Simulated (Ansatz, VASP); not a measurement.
## One calculation of Nb, two programs

```
Nb
1.0
    -1.50763    1.50763    1.50763
     1.50763   -1.50763    1.50763
     1.50763    1.50763   -1.50763
Nb
1
Cartesian
  0.0000 0.0000 0.0000
```

Change from the starting cell: volume scaled by 0.8, PAW files.

Alike in both runs: task single point; functional LDA; k mesh 16 × 16 × 16; occupations fermi-dirac, width 0.1 eV; no spin polarisation.

```csv
,VASP,Ansatz
version,VASP 6.6.1,Ansatz 0.2.0
potentials or method,"VASP PAW LDA potentials, release 64 (Nb_sv)","PAW with Ansatz's default frozen-core files, scalar-relativistic"
plane-wave cutoff (eV),520,420
valence electrons in the cell,13,13
```

Ansatz gave:

| Item | Value |
| --- | --- |
| pressure (GPa) | 63.4 |

**Question.** Estimate VASP's values.

**Answer.** Pressure (GPa): 63.5.

Caveats: the cell as given lies far from equilibrium; so large a pressure means that the cell lies far from this level's equilibrium, or that cutoff or potentials fall short (VASP).
